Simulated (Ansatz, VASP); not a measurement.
Given: the input of a run of VASP 6.6.1 on CdS (Greenockite).

File INCAR:

```
SYSTEM = CdS
PREC = Accurate ; ENCUT = 520
EDIFF = 1E-6 ; ISMEAR = -1
SIGMA = 0.05 ; LREAL = .FALSE.
LASPH = .TRUE. ; NELM = 60
ALGO = Normal ; ISIF = 2
LWAVE = .FALSE. ; LCHARG = .FALSE.
NBANDS = 26
```

The input KPOINTS:

```
Automatic mesh
0
G
  7 7 4
  0 0 0
```

POSCAR

```
CdS
1.0
    4.0939120434      0.0000000000      0.0000000000
   -2.0469560217      3.5454318304      0.0000000000
    0.0000000000      0.0000000000      6.6459482979
Cd S
2 2
Direct
    0.6666666667      0.3333333333      0.5000000000
    0.3333333333      0.6666666667      0.0000000000
    0.6666666667      0.3333333333      0.8750000000
    0.3333333333      0.6666666667      0.3750000000
```

Potentials or basis: VASP PAW LDA potentials, release 64 (Cd, S).

Command:

```sh
$ cat potpaw_LDA.64/Cd/POTCAR potpaw_LDA.64/S/POTCAR > POTCAR
$ mpirun -np 1 vasp_std > vasp.out
```

Q: Translate it to Ansatz 0.2.0. Potentials there: all-electron LAPW, scalar-relativistic.

A: As run (the cutoff follows the program's own potentials):

The input input.yaml:

```yaml
crystal:
  lattice:
    - [4.0939120434, 0.0, 0.0]
    - [-2.0469560217, 3.5454318304, 0.0]
    - [0.0, 0.0, 6.6459482979]
  atoms:
    - { symbol: Cd, position: [0.6666666667, 0.3333333333, 0.5] }
    - { symbol: Cd, position: [0.3333333333, 0.6666666667, 0.0] }
    - { symbol: S, position: [0.6666666667, 0.3333333333, 0.875] }
    - { symbol: S, position: [0.3333333333, 0.6666666667, 0.375] }
kpoints:
  mp_grid: { grid: [7, 7, 4] }
scf:
  occupations: { method: fermi_dirac, width: 0.05 }
hamiltonian:
  xc: lda
  pseudopotentials: { kind: all_electron, lapw: { basis_error: 0.002 } }
output:
  forces: true
  stress: true
  eigenvalues: true
```

Potentials or basis: all-electron LAPW, scalar-relativistic.

Command:

```sh
$ ansatz run input.yaml --threads 2 --pin off --max-ram 8192MiB --backend cpu --events-out ev --progress --plain --runs-dir out
```

Both were run:

|  | VASP | Ansatz | Ansatz less VASP |
| --- | --- | --- | --- |
| gap on the k mesh at the Fermi level (eV) | 1.03 | 1.00 | -0.031 |
| least direct gap on the mesh (eV) | 1.03 | 1.00 | -0.031 |
| pressure (GPa) | -0.2 | -0.7 | -0.50 |
| largest component of the traceless stress (GPa) | 0.50 | 0.48 | -0.019 |
| rms of the force components (eV/Å) | 0.041 | 0.040 | -0.0011 |

Atom by atom the forces differ by 0.001 eV/Å (rms over components). Ansatz ran all-electron here, so the differences hold the error of VASP's frozen core and of both bases.
